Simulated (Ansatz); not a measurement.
This ZrC structure is the end of a relaxation. It was relaxed at this level from a Materials Project cell.

All numbers below come from DFT PBE, scalar-relativistic, plane waves, PAW (Ansatz 0.2.0). Cutoff 420 eV, Γ-centred mesh, Gaussian smearing, no spin polarisation.

```cif
data_structure
_symmetry_space_group_name_H-M 'P 1'
_symmetry_Int_Tables_number 1
_cell_length_a 3.3718
_cell_length_b 3.3718
_cell_length_c 5.2956
_cell_angle_alpha 90.000
_cell_angle_beta 90.000
_cell_angle_gamma 120.000
_cell_volume 52.14
loop_
_atom_site_label
_atom_site_type_symbol
_atom_site_fract_x
_atom_site_fract_y
_atom_site_fract_z
_atom_site_occupancy
Zr1 Zr 0.33333 0.66667 0.25000 1
Zr2 Zr 0.66667 0.33333 0.75000 1
C1 C 0.00000 0.00000 0.00000 1
C2 C 0.00000 0.00000 0.50000 1
```

The zero of energy is the elements' standard structures at the same level; no fitted shifts are applied.

Question: What space group does it have?

Answer: P6_3/mmc (No. 194), the anti-nickel arsenide type. Conventional cell: a = 3.372 Å, c = 5.296 Å. Zr is surrounded by 6 C at 2.35 Å; C is surrounded by 6 Zr at 2.35 Å and 2 C at 2.65 Å.

Question: What is its formation energy per atom?

Answer: −0.69 eV/atom.

Question: Is it a metal?

Answer: Yes, bands cross the Fermi level on the 18×18×10 mesh.

The last run used an 18×18×10 mesh (in the run's order of axes) for its 4-atom cell and Gaussian smearing of 0.10 eV. The reference form of C is held partly by dispersion forces, which this level lacks. Symmetry constrained the relaxation, so the result can be a saddle point. Another cell of ZrC relaxed alike, in Fm-3m (a measured cell (COD)), lies 168 meV/atom lower, so this cell isn't the stable form at this level.
